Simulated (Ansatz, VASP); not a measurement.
Two plane-wave programs on SnO2 (Cassiterite)

Contents of INCAR:

```
ALGO = Normal ; EDIFF = 1E-6
ENCUT = 520 ; GGA = PE
ISIF = 2 ; ISMEAR = 0
LASPH = True ; LCHARG = False
LREAL = False ; LWAVE = False
NELM = 80 ; PREC = Accurate
SIGMA = 0.012
```

File KPOINTS:

```
k-points
0
Gamma
  6 6 8
```

File POSCAR:

```
SnO2
1.0
    4.7380000000      0.0000000000      0.0000000000
    0.0000000000      4.7380000000      0.0000000000
    0.0000000000      0.0000000000      3.1865000000
Sn O
2 4
Direct
    0.5000000000      0.5000000000      0.5000000000
    0.0000000000      0.0000000000      0.0000000000
    0.8071000000      0.1929000000      0.5000000000
    0.6929000000      0.6929000000      0.0000000000
    0.1929000000      0.8071000000      0.5000000000
    0.3071000000      0.3071000000      0.0000000000
```

input.yaml

```yaml
crystal:
  lattice:
    - [4.738, 0.0, 0.0]
    - [0.0, 4.738, 0.0]
    - [0.0, 0.0, 3.1865]
  atoms:
    - { symbol: Sn, position: [0.5, 0.5, 0.5] }
    - { symbol: Sn, position: [0.0, 0.0, 0.0] }
    - { symbol: O, position: [0.8071, 0.1929, 0.5] }
    - { symbol: O, position: [0.6929, 0.6929, 0.0] }
    - { symbol: O, position: [0.1929, 0.8071, 0.5] }
    - { symbol: O, position: [0.3071, 0.3071, 0.0] }
hamiltonian:
  xc: pbe
  pseudopotentials: { kind: paw }
kpoints:
  mp_grid: { grid: [6, 6, 8] }
scf:
  occupations: { method: gaussian, width: 0.012 }
output:
  forces: true
  stress: true
  eigenvalues: true
```

Alike in both runs: task single point; functional PBE; k mesh 6 × 6 × 8; occupations gaussian, width 0.012 eV; no spin polarisation.

|  | VASP | Ansatz |
| --- | --- | --- |
| version | VASP 6.6.1 | Ansatz 0.2.0 |
| potentials or method | VASP PAW PBE potentials, release 64 (Sn_d, O) | Ansatz PAW |
| plane-wave cutoff (eV) | 520 | 420 |
| valence electrons in the cell | 52 | 52 |

Ansatz gave:

| Property | Result |
| --- | --- |
| gap on the k mesh at the Fermi level (eV) | 1.28 |
| least direct gap on the mesh (eV) | 1.28 |
| pressure (GPa) | 11.1 |
| largest component of the traceless stress (GPa) | 1.97 |
| rms of the force components (eV/Å) | 0.130 |

Estimate VASP's values.

gap on the k mesh at the Fermi level (eV): 1.27; least direct gap on the mesh (eV): 1.27; pressure (GPa): 11.8; largest component of the traceless stress (GPa): 2.20; rms of the force components (eV/Å): 0.139.

Atom by atom the forces differ by 0.009 eV/Å (rms over components).

Caveats: spin-orbit coupling is left out, which moves the levels of the heavy elements; the pressure holds a Pulay correction of +0.8 GPa for the finite cutoff (Ansatz). PBE gaps usually lie below the measured ones, often by a third to a half.
